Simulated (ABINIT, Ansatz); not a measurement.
Planning a run of ABINIT 10.8.3 on NaI (Fm-3m). The input:

```
acell 3*1.0 Angstrom
rprim 
  -0.000000000000 3.236400000000 3.236400000000
  3.236400000000 0.000000000000 3.236400000000
  3.236400000000 3.236400000000 0.000000000000
ntypat 2
znucl 11 53
natom 2
typat 1 2
xred 
  0.000000000000 0.000000000000 0.000000000000
  0.500000000000 0.500000000000 0.500000000000
pp_dirpath "pseudos"
pseudos "Na.upf, I.upf"
ecut 38
ngkpt 4 4 4
nshiftk 1
shiftk 0 0 0
kptopt 1
chksymbreak 0
istwfk *1
occopt 1
irdwfk 1
optdriver 4
nband 161
gwcalctyp 0
ecutsigx 38
symsigma 1
nkptgw 1
kptgw 
  0.0000000000 0.0000000000 0.0000000000
bdgw 
  6 12
ecuteps 6.5
irdscr 1
ppmodel 1
indata_prefix "in"
outdata_prefix "out"
tmpdata_prefix "tmp"
```

```sh
OMP_NUM_THREADS=1 mpirun -n 4 abinit run.abi > log
```

Q: Estimate wall time and host memory on 4 MPI ranks of Intel Xeon Platinum 8375C at 2.90GHz (Ice Lake), shared host.

It took 16 s; on shared hardware allow 7.8 s to 31 s. Peak host memory was 1.7 GiB.

[Paths, hosts, dates, memory and timing lines, banners, echoed tables and standing remarks are left out of the program output.]

[Logs are printed without paths, hosts, clocks, repeated set-up lines and the standing remarks that a program may print on its own settings, such as how far it seeks lower states.]

[Runs of the session that timed out or met a known fault of the program may be left out.]

[Hosts, paths, dates, database ids (printed as entryN), source tags and the programs' standing remarks are cut or masked in the printed files.]

[G0W0 gaps are taken among the corrected bands and points alone; a level outside them can change the order at an edge.]

[Where Ansatz stands beside ABINIT at settings called matched, ABINIT's density can come from a denser mesh and the files from another edition; pairs whose starting gaps differed by over 0.03 eV were left out, so agreement reads better than it is.]
